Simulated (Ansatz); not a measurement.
# TiAl (Pm-3m) in Ansatz: relaxation of cell and atoms with revPBE+D4

Aim: the relaxation of cell and atoms of TiAl with revPBE+D4.

Program: Ansatz 0.2.0. These are calculated values, not measurements. Logs are shortened: lines on timing, memory, paths and dates and some standing lists are left out, and cuts for length are marked.

## (1) The crystal as given

Symmetry: Pm-3m, No. 221, cubic system. Conventional cell: a = 3.179 Å, b = 3.179 Å, c = 3.179 Å, α = 90.00°, β = 90.00°, γ = 90.00°. Ti (site symmetry m-3m) has 8 Al at 2.75 Å as nearest neighbours. Al (site symmetry m-3m) has 8 Ti at 2.75 Å as nearest neighbours.

The cell comes from a database or a generator and needn't be the stable form of this composition.

## (2) Relaxation of cell and atoms, revPBE+D4

The input, input.yaml:

```yaml
crystal:
  lattice:
    - [3.179064, 0.0, 0.0]
    - [0.0, 3.179064, 0.0]
    - [0.0, 0.0, 3.179064]
  atoms:
    - { symbol: Ti, position: [0.0, 0.0, 0.0] }
    - { symbol: Al, position: [0.5, 0.5, 0.5] }
hamiltonian:
  xc: revpbe
  pseudopotentials: { kind: paw }
  dispersion: d4
kpoints:
  mp_grid: { grid: [8, 8, 8] }
scf:
  occupations: { method: fermi_dirac, width: 0.05 }
output:
  forces: true
  stress: true
  eigenvalues: true
  write_density: true
  write_potential: true
  elf: true
  volumetric_format: npy
relax:
  f_tol: 0.01
  max_steps: 40
  cell: { stress_tol: 0.05 }
```

Potentials or basis: Ansatz PAW.

The run is started by

```
$ ansatz run input.yaml --threads 2 --pin off --max-ram 5632MiB --backend cpu --events-out ev --progress --plain --runs-dir out
```

Output:

```text
Warning: RAYON_NUM_THREADS=2 ignored (pool sized by the plan → 2); use --threads N
Engine: ansatz 0.2.0, aarch64-unknown-linux-gnu
Pseudopotentials: kind: paw
Pseudopotential: Ti, paw, valence charge 12, recommended cutoff 420 eV (normal), Ti.paw.azcp
Pseudopotential: Al, paw, valence charge 3, recommended cutoff 420 eV (normal), Al.paw.azcp
Functional definition: revPBE
  parameter kappa = 1.245
  parameter beta = 0.06672455060314922
  exchange = pbe_x(kappa = kappa, mu = beta*pi^2/3)
  correlation = pbe_c(beta = beta)
Crystal: 2 atoms, lattice volume = 32.129 Å³
Basis set: ecut = 420 eV, 619 PW (Γ), exchange–correlation on 48×48×48 points (8 copies of the dense FFT grid, shifted against one another)
Bands: 12, of which v1, the nominal top of the filled ones, is band 8 counted from 1 (7 counted from 0)
Symmetry: 48 space group operations
Space group: Pm-3m (ITA 221), of the structure as read, at distance tolerance 3.2e-5 Å
k-points: 35 of 512
Non-local potential: Ti, projectors of the file, l = 0: 3, l = 1: 2, l = 2: 3, l = 3: 1
Non-local potential: Al, projectors of the file, l = 0: 2, l = 1: 2, l = 2: 1
PAW form: soft (Blöchl's): semilocal exchange-correlation on the pseudo side does not see the compensation charge
PAW frozen core: Ti, regenerated for the run's functional, and the local potential with it (the file was generated under x = pbe(κ = 0.804, μ = 0.2195149727645171), c = pbe(β = 0.06672455060314922))
PAW frozen core: Al, regenerated for the run's functional, and the local potential with it (the file was generated under x = pbe(κ = 0.804, μ = 0.2195149727645171), c = pbe(β = 0.06672455060314922))
PAW one-centre angular grid: Ti, 590 points (default); XC on 64 Gauss nodes
PAW one-centre angular grid: Al, 110 points (default); XC on 64 Gauss nodes
Initial density: superposition of atomic densities (neutral atoms: chi_scale 0, normalization atom), corrected by the library's trained network
Initial wavefunctions: pseudopotential atomic-orbital guess
Functional: x = revpbe(κ = 1.245, μ = 0.2195149727645171), c = pbe(β = 0.06672455060314922)
SCF iter   1: F=—  HF=-3043.849400 eV  |F-HF|=—  |Δ(HF+E_count)|=         —  Δρ=7.75e-3  dr2=2.52e-2  ethr=1.77e-3  ⟨swp⟩=5.0  Hψ=2145  notcnv=0
preconditioner: auto → none  [metal: Δε(μ)=0.041 eV  Ē_g=5.298 eV  σ=0.050 eV  W_gap=0.20  n_scr=6 (ndim 8)  ℏωp=17.3 eV  f_vac=0.000  D(μ)=2.83/eV (n_scr^D=32)  sad-step TF]
SCF iter   2: F=—  HF=-3043.846379 eV  |F-HF|=—  |Δ(HF+E_count)|=   3.02e-3  Δρ=4.95e-3  dr2=1.19e-2  ethr=1.68e-4  ⟨swp⟩=1.7  Hψ=729  notcnv=0
SCF iter   3: F=—  HF=-3043.843558 eV  |F-HF|=—  |Δ(HF+E_count)|=   2.82e-3  Δρ=4.30e-4  dr2=2.50e-5  ethr=7.94e-5  ⟨swp⟩=2.1  Hψ=659  notcnv=0
SCF iter   4: F=—  HF=-3043.843557 eV  |F-HF|=—  |Δ(HF+E_count)|=   1.27e-6  Δρ=1.29e-4  dr2=4.48e-6  ethr=1.67e-7  ⟨swp⟩=2.4  Hψ=636  notcnv=0
iter 5 did not close the SCF: its close was put off for the readings that it lacked (scf_convergence_deferred on its scf_iter line)
SCF iter   5: F=-3043.843556 eV  HF=-3043.843556 eV  |F-HF|=3.35e-10  |Δ(HF+E_count)|=   1.09e-6  Δρ=7.68e-6  dr2=1.29e-8  ethr=2.98e-8  ⟨swp⟩=2.9  Hψ=699  notcnv=0
SCF iter   6: F=-3043.843556 eV  HF=-3043.843556 eV  |F-HF|=7.96e-11  |Δ(HF+E_count)|=   5.06e-9  Δρ=1.02e-6  dr2=1.42e-10  ethr=8.63e-11  ⟨swp⟩=4.6  Hψ=1805  notcnv=0
[... 44 lines left out ...]
SCF iter   7: F=-3043.846553 eV  HF=-3043.846553 eV  |F-HF|=9.09e-13  |Δ(HF+E_count)|=    0.00e0  Δρ=9.48e-10  dr2=1.81e-16  ethr=1.00e-12  ⟨swp⟩=1.0  Hψ=420  notcnv=0
iter 8 did not close the SCF: its close was put off for the readings that it lacked (scf_convergence_deferred on its scf_iter line)
SCF iter   8: F=-3043.846553 eV  HF=-3043.846553 eV  |F-HF|=9.09e-13  |Δ(HF+E_count)|=    0.00e0  Δρ=1.18e-10  dr2=2.67e-18  ethr=1.00e-12  ⟨swp⟩=1.0  Hψ=420  notcnv=0
SCF iter   9: F=-3043.846553 eV  HF=-3043.846553 eV  |F-HF|=9.09e-13  |Δ(HF+E_count)|=    0.00e0  Δρ=3.65e-11  dr2=3.31e-19  ethr=1.00e-12  ⟨swp⟩=1.1  Hψ=982  notcnv=0
SCF 4 converged in 9 iterations: F = -3043.846553 eV  dr2 = 3.31e-19
relax step   4: F+E_penalty+E_count = -3043.84655328 eV  Δ(F+E_penalty+E_count) = +1.281e-4 eV  max|allowed force component| = 1.192e-31 eV/Å  Δτ_max = 0.0000 Å  P = -0.023 GPa  Ω = 31.617 Å³  stress off target by 2.34e-2 GPa  SCF on the basis re-selected at this cell (its energy is not comparable with the rows above)  (9 SCF iters)
basis re-selected at this cell: Δ(F+E_penalty+E_count) = +1.281e-4 eV, ΔP = -0.001 GPa vs the last step (what re-selecting the basis moved, of the pressure what is left beyond the Pulay correction that the steps carried, after the strain that the cell walked since its last selection, with what the two solves' SCF thresholds leave and, on support functions, any second-order correction that the steps lacked; it is no measure of the basis error at this ecutwfc). This SCF's stress stands 2.34e-2 GPa from its target on what of the cell is left free (relax.cell.stress_tol is 5.00e-2 GPa) and its largest allowed force component is 1.19e-31 eV/Å (relax.f_tol is 1.00e-2 eV/Å): within both
SCF converged after 9 iterations
Free energy (F): -3043.846553 eV
Harris-Foulkes:  -3043.846553 eV  (|F-HF|=9.09e-13)
Internal energy: -3043.824567 eV  (E = F + TS)
E sigma→0 (E₀):  -3043.835560 eV
Entropy (-TS):   -0.021986 eV (-10.993 meV/atom)
Fermi energy:    11.755580 eV
--- Per-component energies (eV) ---
  E_band       = -158.388065
  E_kinetic    = 297.344235
  E_local      = -1012.164240  (includes V_loc(G=0)·N_el)
  E_nonlocal   = 18.327877
  E_hartree    = 432.506848
  E_xc         = -138.291355
  E_vxc        = -151.964409  (∫ρ·V_xc dr)
  E_paw        = -1520.666497  (= ΣΔE_a)
  E_vpaw       = -174.945349  (= ΣTr[D̂ρ^β])
  E_aug_tail   = 0.000125  (compensation charges beyond the density's cutoff)
  E_ewald      = -1119.899415
  E_disp       = -0.929988  (pairwise vdW)
  E_core_change = -0.052156  (= ΣΔE_core)
  E_smearing   = -0.021986  (= −TS)
  E_closure    = -0.000000  (closes the sum)
  Σ components = -3043.846553   (vs F -3043.846553, Δ=0.00e0)
--- Forces (eV/Å), atoms counted from 1 ---
  atom   1  Ti    -0.00000000     0.00000000    -0.00000000
  atom   2  Al     0.00000000     0.00000000     0.00000000
  max |Σ_I F_I| component: 1.40e-31 eV/Å
--- Stress (GPa, compression-positive) ---
       -0.023448      -0.000000       0.000000
       -0.000000      -0.023448       0.000000
        0.000000      -0.000000      -0.023448
  P = ⅓ Tr σ = -0.0234 GPa (-0.234 kbar)
--- Band table (eV; the first three rows and the last of 35) ---
  k-point 0: bands = ["-45.1853", "-21.3447", "-21.3447", "-21.3447", "2.4025", "10.2640", "10.2640", "13.6129", "13.6129", "13.6129", "16.2520", "16.2520"]
  k-point 1: bands = ["-45.1830", "-21.3715", "-21.3423", "-21.3423", "2.6542", "10.1138", "10.3772", "13.2226", "13.2226", "13.6427", "15.3924", "16.8261"]
  k-point 2: bands = ["-45.1774", "-21.4357", "-21.3367", "-21.3367", "3.3873", "9.3365", "10.6756", "12.5720", "12.5720", "13.7159", "14.5740", "18.0513"]
  k-point 34: bands = ["-45.1393", "-21.4774", "-21.4774", "-21.4774", "8.6080", "8.6080", "8.6080", "12.5400", "14.6108", "14.6108", "14.6828", "14.6828"]
--- Relaxed structure (3 steps of the walk, 3 accepted, 1 SCFs on fresh bases) ---
  F+E_penalty+E_count = -3043.84655328 eV   max|allowed force component| = 1.192e-31 eV/Å   (the final SCF, on the basis selected at the relaxed cell)
  cell:  # Å, volume = 31.6166 Å³
    - [3.1620726620291424, -1.1234591342258874e-34, -2.407412430484045e-34]
    - [-8.024708101613483e-35, 3.1620726620291424, 0.0]
    - [-2.407412430484045e-34, 0.0, 3.1620726620291424]
  atoms:
    - { symbol: Ti, position: [1.0096944385657594e-35, 6.941649265140627e-36, 7.572708289245133e-36] }
    - { symbol: Al, position: [0.5, 0.5, 0.5] }
```

Run time: 2.5 s. Hardware: 2 threads of Arm Neoverse V2, shared host; peak memory 0.3 GiB.

Results:

```yaml
Free_energy: -3043.8466 eV
Relaxed_volume: 15.81 Å³/atom
Relaxed_cell: a = 3.162 Å, b = 3.162 Å, c = 3.162 Å, α = 90.00°, β = 90.00°, γ = 90.00°
Space_group_after_relaxing_to_0.05_Å: Pm-3m (No. 221)
Energy_gained_by_relaxing: 1.5 meV/atom
Ionic_steps: 4
Pressure_after_relaxing: 0.0 GPa
Band_gap_on_the_k_mesh: none (metal or under the smearing width)
```

The path:
```tsv
step	energy change (eV)	largest force (eV/Å)	volume (Å³)
1	0.0000	0.0000	32.13
2	-0.0025	0.0000	31.36
3	-0.0031	0.0000	31.62
4	-0.0030	0.0000	31.62
```

Final structure:
```
Ti Al
1.0
     3.16207    0.00000    0.00000
     0.00000    3.16207    0.00000
     0.00000    0.00000    3.16207
Ti Al
1 1
Direct
  0.00000 0.00000 0.00000
  0.50000 0.50000 0.50000
```

Caveat: the plane-wave basis is chosen anew once the cell has moved, so the energies of steps on either side of that aren't comparable; pairwise dispersion overbinds metals, which lowers pressure and volume; the PAW data sets come from PBE, with cores solved anew for the run's functional, which leaves a small shift of forces and pressure.
